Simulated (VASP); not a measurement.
Crystal: Te.

```xyz
3
Lattice="4.4540 0.0000 0.0000 -2.2270 3.8573 0.0000 0.0000 0.0000 5.9240" Properties=species:S:1:pos:R:3 pbc="T T T"
Te    1.1981    0.0000    1.9747
Te   -0.5991    1.0376    3.9493
Te    1.6279    2.8197    0.0000
```

```yaml
Program: VASP 6.6.1
Task: relaxation of cell and atoms
Functional: LDA
Potentials_or_basis: VASP PAW LDA potentials, release 64 (Te)
Cutoff: 600 eV
k_mesh: 9 × 9 × 6
Occupations: gaussian, width 0.03 eV
Spin: no spin polarisation
```

At the start: pressure -1.8 GPa; volume 33.93 Å³/atom.

Question: Where does the relaxation end?

Answer: Over 13 steps the energy falls by 21.1 meV/atom and the volume is 31.33 Å³/atom (-7.6 %); space group P3_121 (No. 152, to 0.05 Å).

Step by step:
| step | energy change (eV) | largest force (eV/Å) | pressure (GPa) | volume (Å³) |
| --- | --- | --- | --- | --- |
| 1 | 0.0000 | 0.0862 | -1.84 | 101.78 |
| 2 | -0.0198 | 0.3704 | 1.05 | 96.14 |
| 3 | -0.0243 | 0.2830 | 0.11 | 97.77 |
| 4 | -0.0376 | 0.2318 | 0.12 | 96.87 |
| 5 | -0.0601 | 0.0997 | 0.38 | 94.15 |
| 6 | -0.0614 | 0.0597 | 0.55 | 93.20 |
| 7 | -0.0574 | 0.0603 | -1.03 | 95.48 |
| 8 | -0.0630 | 0.0162 | -0.02 | 93.98 |
| 9 | -0.0630 | 0.0170 | -0.02 | 93.96 |
| 10 | -0.0626 | 0.0379 | 0.27 | 93.58 |
| 11 | -0.0630 | 0.0178 | 0.00 | 93.95 |
| 12 | -0.0632 | 0.0127 | 0.01 | 93.97 |
| 13 | -0.0633 | 0.0062 | 0.01 | 94.00 |

Final structure:
```cif
data_structure
_symmetry_space_group_name_H-M 'P 1'
_symmetry_Int_Tables_number 1
_cell_length_a 4.2759
_cell_length_b 4.2759
_cell_length_c 5.9364
_cell_angle_alpha 90.000
_cell_angle_beta 90.000
_cell_angle_gamma 120.000
_cell_volume 94.00
loop_
_atom_site_label
_atom_site_type_symbol
_atom_site_fract_x
_atom_site_fract_y
_atom_site_fract_z
_atom_site_occupancy
Te1 Te 0.28690 0.00000 0.33333 1
Te2 Te 0.00000 0.28690 0.66667 1
Te3 Te 0.71310 0.71310 0.00000 1
```
